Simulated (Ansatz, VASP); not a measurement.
Two plane-wave programs on BaTe

```
Ba Te
1.0
     0.00000    3.53239    3.53239
     3.53239    0.00000    3.53239
     3.53239    3.53239    0.00000
Ba Te
1 1
Direct
  0.00000 0.00000 0.00000
  0.50000 0.50000 0.50000
```

Alike in both runs: task single point; functional PBE; k mesh 6 × 6 × 6; non-collinear spin, spin-orbit coupling.

|  | VASP | Ansatz |
| --- | --- | --- |
| version | VASP 6.6.1 | Ansatz 0.2.0 |
| potentials or method | VASP PAW PBE potentials, release 64 (Ba_sv, Te) | plane waves, PAW |
| plane-wave cutoff (eV) | 520 | 420 |
| occupations | gaussian, width 0.01 eV | fixed |
| valence electrons in the cell | 16 | 26 |

```tsv
	VASP	Ansatz	Ansatz less VASP
gap on the k mesh at the Fermi level (eV)	1.30	1.39	+0.083
net moment per atom (μB)	0.00	0.00	0.000
```

The two sets of potentials don't hold the same shells in valence. Ansatz warned: «optics_gap_not_shown_off_mesh».
